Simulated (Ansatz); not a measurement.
# SrTiO3: moving Sr off its site

SrTiO3, Pm-3m, a = 3.936 Å. The structure is a COD entry; whether it is the stable form wasn't checked. Ansatz: PBE, PAW, 420 eV, Γ-centred 8×8×8 mesh on 5 atoms, Gaussian smearing 0.05 eV; no spin polarisation.

```
CELL_PARAMETERS angstrom
3.93640 0.00000 0.00000
0.00000 3.93640 0.00000
0.00000 0.00000 3.93640
ATOMIC_POSITIONS crystal
Sr 0.00000 0.00000 0.00000
Ti 0.50000 0.50000 0.50000
O 0.00000 0.50000 0.50000
O 0.50000 0.00000 0.50000
O 0.50000 0.50000 0.00000
```

Atom 1 (Sr) moves by x along the unit vector (0.000, -0.707, -0.707), with its periodic images; all else is held. y is the free energy of the cell over the start, F the force along the path summed over the moved atoms. Symmetry makes y even in x.

| x (Å) | y (meV) | F (eV/Å) |
| --- | --- | --- |
| -0.200 | ? | ? |
| -0.100 | 16.5 | 0.33 |
| 0.000 | 0.0 | 0.00 |
| 0.025 | 1.0 | -0.08 |
| 0.050 | 4.1 | -0.16 |
| 0.075 | 9.2 | -0.25 |
| 0.125 | 26.0 | -0.42 |
| 0.150 | 37.7 | -0.52 |
| 0.175 | 52.0 | -0.62 |

Problem. Fit y = c2 x² + c4 x⁴ to the energies of the other rows, give the force constant, and predict energy and force of the missing row.

Solution. Least squares on the rows shown. y = 1625 x² + 2365 x⁴. The force constant is 2 c2 = 3.25 eV/Å² (for all images moving together, not for a lone atom). The force −dy/dx at the missing row is 0.73 eV/Å (computed 0.73). At x = -0.200 the fit asked for gives 68.8 meV. The run gave 68.8 meV, the same to the digits shown.

Symmetry holds off the tilts and polar distortions that many cubic perovskites undergo.

Cost: 9 runs of about 2.1 core-minutes in all, on Intel Xeon Platinum 8259CL (Skylake/Cascade Lake) (shared hosts).